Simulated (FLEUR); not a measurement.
# How the basis cutoff moves the magnetism of 1 ML Co on Os(0001), hcp site, 2 substrate layers, part 3 of 3

Aim: see how far the moments and order energies of 1 ML Co on Os(0001), hcp site, 2 substrate layers move with the basis cutoff, and what each rung costs.

FLEUR MaX-R8.1; LDA (VWN); all-electron FLAPW film, Dirac cores, scalar-relativistic bands.

So far, largest spin moment in the muffin-tin sphere (μB): step 4 (rung 2 (Kmax 2.7 1/bohr), start ferro +) 1.54; step 7 (rung 3 (Kmax 3.24 1/bohr), start antiferro q=(0,1/2,0) +-) 1.31; step 8 (rung 4 (Kmax 3.78 1/bohr), start ferro +) 1.55; step 9 (rung 4 (Kmax 3.78 1/bohr), start antiferro q=(0,1/2,0) +-) 1.35; step 10 (rung 5 (Kmax 4.32 1/bohr), start ferro +) 1.56.

## Step 11: Rung 5 (Kmax 4.32 1/bohr), start antiferro q=(0,1/2,0) +-

The k list default-1 (kpts.xml, not shown) is a Γ-centred 12×6×1 mesh.

Contents of inp.xml:

```
<?xml version="1.0" encoding="UTF-8" standalone="no"?>
<fleurInput fleurInputVersion="0.39">
   <comment>
      CoOs2
   </comment>
   <calculationSetup>
      <cutoffs Kmax="4.32" Gmax="13.0" GmaxXC="13.0" numbands="0"/>
      <scfLoop itmax="120" minDistance="0.00002" maxIterBroyd="15" imix="Anderson" alpha="0.03" precondParam="0.0" spinf="2.0" sdNocoIR="T"/>
      <coreElectrons ctail="T" frcor="F" kcrel="0" coretail_lmax="0"/>
      <xcFunctional name="vwn" relativisticCorrections="F"/>
      <magnetism jspins="2"/>
      <soc l_soc="F" theta="0.0" phi="0.0" spav="F"/>
      <expertModes spex="0" secvar="F"/>
      <geometryOptimization l_f="F" forcealpha="1.0" forcemix="BFGS" epsdisp="0.00001" epsforce="0.00001"/>
      <ldaU l_linMix="F" mixParam="0.05" spinf="1.0"/>
   </calculationSetup>
   <cell>
      <bzIntegration valenceElectrons="90.0" mode="hist" fermiSmearingEnergy="0.00183747">
         <kPointListSelection listName="default-1"/>
         <xi:include xmlns:xi="http://www.w3.org/2001/XInclude" href="kpts.xml"> </xi:include>
      </bzIntegration>
      <xi:include xmlns:xi="http://www.w3.org/2001/XInclude" href="sym.xml"> </xi:include>
      <filmLattice scale="1.0" dVac="13.53" dTilda="16.03">
         <bravaisMatrixFilm>
            <row-1>    5.1667001972688604     0.0000000000000000</row-1>
            <row-2>   -5.1667001972688604     8.9489870356557599</row-2>
         </bravaisMatrixFilm>
         <vacuumEnergyParameters vacuum="1" spinUp="-.25" spinDown="-.25"/>
         <vacuumEnergyParameters vacuum="2" spinUp="-.25" spinDown="-.25"/>
      </filmLattice>
   </cell>
   <atomSpecies>
      <species name="Osmium (Os)" element="Os" atomicNumber="76">
         <mtSphere radius="2.35" gridPoints="777" logIncrement="0.017"/>
         <atomicCutoffs lmax="8" lnonsphr="6"/>
         <electronConfig flipSpins="F">
            <coreConfig>(1s1/2) (2s1/2) (2p1/2) (2p3/2) (3s1/2) (3p1/2) (3p3/2) (4s1/2) (3d3/2) (3d5/2) (4p1/2) (4p3/2) (5s1/2) (4d3/2) (4d5/2) (4f5/2) (4f7/2)</coreConfig>
            <valenceConfig>(5p1/2) (5p3/2) (6s1/2) (5d3/2) (5d5/2)</valenceConfig>
            <stateOccupation state="(5d3/2)" spinUp="1.200000" spinDown="1.200000"/>
            <stateOccupation state="(5d5/2)" spinUp="1.800000" spinDown="1.800000"/>
         </electronConfig>
         <energyParameters s="6" p="6" d="5" f="5"/>
         <lo type="SCLO" l="1" n="5" eDeriv="0"/>
      </species>
      <species name="Cobalt (Co2.000" element="Co" atomicNumber="27">
         <mtSphere radius="2.35" gridPoints="777" logIncrement="0.016"/>
         <atomicCutoffs lmax="8" lnonsphr="6"/>
         <electronConfig flipSpins="F">
            <coreConfig>(1s1/2) (2s1/2) (2p1/2) (2p3/2)</coreConfig>
            <valenceConfig>(3s1/2) (3p1/2) (3p3/2) (4s1/2) (3d3/2) (3d5/2)</valenceConfig>
            <stateOccupation state="(3d3/2)" spinUp="1.5" spinDown="1.3"/>
            <stateOccupation state="(3d5/2)" spinUp="3.0" spinDown="1.2"/>
         </electronConfig>
         <energyParameters s="4" p="4" d="3" f="4"/>
         <lo type="SCLO" l="0" n="3" eDeriv="0"/>
         <lo type="SCLO" l="1" n="3" eDeriv="0"/>
      </species>
      <species name="Cobalt (Co-2.000" element="Co" atomicNumber="27">
         <mtSphere radius="2.35" gridPoints="777" logIncrement="0.016"/>
         <atomicCutoffs lmax="8" lnonsphr="6"/>
         <electronConfig flipSpins="F">
            <coreConfig>(1s1/2) (2s1/2) (2p1/2) (2p3/2)</coreConfig>
            <valenceConfig>(3s1/2) (3p1/2) (3p3/2) (4s1/2) (3d3/2) (3d5/2)</valenceConfig>
            <stateOccupation state="(3d3/2)" spinUp="1.3" spinDown="1.5"/>
            <stateOccupation state="(3d5/2)" spinUp="1.2" spinDown="3.0"/>
         </electronConfig>
         <energyParameters s="4" p="4" d="3" f="4"/>
         <lo type="SCLO" l="0" n="3" eDeriv="0"/>
         <lo type="SCLO" l="1" n="3" eDeriv="0"/>
      </species>
   </atomSpecies>
   <atomGroups>
      <atomGroup species="Osmium (Os)">
         <filmPos label="                   1">.0000000000 .0000000000 -4.0130478001</filmPos>
         <force calculate="T" relaxXYZ="TTT"/>
      </atomGroup>
      <atomGroup species="Osmium (Os)">
         <filmPos label="                   2">.0000000000 1.000/2.000 -4.0130478001</filmPos>
         <force calculate="T" relaxXYZ="TTT"/>
      </atomGroup>
      <atomGroup species="Osmium (Os)">
         <filmPos label="                   3">-1.000/3.000 1.000/6.000 .0684818090</filmPos>
         <force calculate="T" relaxXYZ="TTT"/>
      </atomGroup>
      <atomGroup species="Osmium (Os)">
         <filmPos label="                   4">-1.000/3.000 -1.000/3.000 .0684818090</filmPos>
         <force calculate="T" relaxXYZ="TTT"/>
      </atomGroup>
      <atomGroup species="Cobalt (Co2.000">
         <filmPos label="                   5">.0000000000 .0000000000 4.0130478001</filmPos>
         <force calculate="T" relaxXYZ="TTT"/>
      </atomGroup>
      <atomGroup species="Cobalt (Co-2.000">
         <filmPos label="                   6">.0000000000 1.000/2.000 4.0130478001</filmPos>
         <force calculate="T" relaxXYZ="TTT"/>
      </atomGroup>
   </atomGroups>
   <output dos="F" band="F" slice="F">
      <bandDOS minEnergy="-.5*Htr" maxEnergy="0.5*Htr" sigma="0.015" storeEVData="T"/>
      <plotting iplot="0" polar="F">
         <plot TwoD="T" vec1="  1.0  0.0  0.0" vec2="  0.0  1.0  0.0" vec3="  0.0  0.0  1.0" zero="  0.0  0.0 -0.5" file="plot"/>
      </plotting>
      <moessbauerParams electricFieldGradient="F" isomerShift="F" coreHyperfine="F" valenceHyperfine="F"/>
   </output>
</fleurInput>
```

Contents of crystal.txt:

```
CoOs2
&input film=T cartesian=F /
2.73410000000  0.00000000000  0.00000000000
-2.73410000000  4.73560000000  0.00000000000
0.00000000000  0.00000000000  1.00000000000
1.8897261246
1.0 1.0 1.0

6
76 0.00000000000  0.00000000000  -4.01304780007
76 0.00000000000  0.50000000000  -4.01304780007
76 0.66666650000  0.16666650000  0.06848180900
76 0.66666650000  0.66666650000  0.06848180900
27 0.00000000000  0.00000000000  4.01304780007 : 2.000
27 0.00000000000  0.50000000000  4.01304780007 : -2.000

&kpt div1=12 div2=6 div3=1 gamma=T /
```

Run with:

```
> OMP_NUM_THREADS=1 inpgen -f crystal.txt > inpgen.log  # inp.xml is then edited as shown
> OMP_NUM_THREADS=1 mpirun -n 4 fleur_MPI > fleur.log
```

It took 15 min on 4 MPI ranks of Intel Xeon 6975P-C (Granite Rapids), shared host; peak memory 1.8 GiB; 59 min of CPU time.

Read from the output:

```
free energy                                                       : -1955705.0866 eV
program's band gap on this mesh (in a metal only a level spacing) : 0.002805 eV
magnetization                                                     : 0 μB
final state                                                       : antiferromagnetic
largest moment                                                    : 1.351 μB
```

This start lies +96.4 meV a seeded atom from the first, a change of +0.1 meV since rung 4; its largest moment is 1.35 μB.

## Step 12: The rungs together

Ladder, by row:

| rung | Kmax (1/bohr) | state from the first start | state from the second start | second less first (meV a seeded atom) | moment, first (μB) | moment, second (μB) | CPU time (s), all starts |
| --- | --- | --- | --- | --- | --- | --- | --- |
| 1 | 2.16 | non-magnetic | non-magnetic | 0.001328 | 0 | 0 | 850.8 |
| 2 | 2.7 | ferromagnetic | antiferromagnetic | 106.4 | 1.542 | 1.34 | 710.7 |
| 3 | 3.24 | ferromagnetic | antiferromagnetic | 94.95 | 1.534 | 1.312 | 970.3 |
| 4 | 3.78 | ferromagnetic | antiferromagnetic | 96.34 | 1.554 | 1.346 | 1870 |
| 5 | 4.32 | ferromagnetic | antiferromagnetic | 96.44 | 1.558 | 1.351 | 3805 |

## Step 13: Results

* range of the moment in the table, first start: 0 to 1.56 μB
* range of CPU time: 12 min to 63 min
* range of the energy difference: 0.00133 to 106 meV a seeded atom
* first rung from which all stay within 4.8 meV of the last, moments within 0.06 μB: 3

What this shows: From rung 3 on the result stays within 1.5 meV of the last rung, inside the margin of 4.8 meV (5 % of the last value, 2 meV at least; moments within 0.06 μB), at 25 % of the last rung's cost. Differences are of free energies, so a wide smearing enters them. The end states change along the ladder, as the table shows. Core electrons leak out of the spheres (0.024 e), which costs some accuracy. A substrate of 2 unrelaxed layers is a model; thickness and relaxation can move these numbers.

[Logs and program files are shortened in this print: banners, set-up blocks, solver, clock and traceback lines can be left out without a mark of their own.]

[Logs are printed without paths, hosts, clocks, repeated set-up lines and the standing remarks that a program may print on its own settings, such as how far it seeks lower states.]

[Hosts, paths, dates, database ids (printed as entryN), source tags and the programs' standing remarks are cut or masked in the printed files.]

[Where a cell is said to come from a database of computed structures, the database is the Materials Project.]
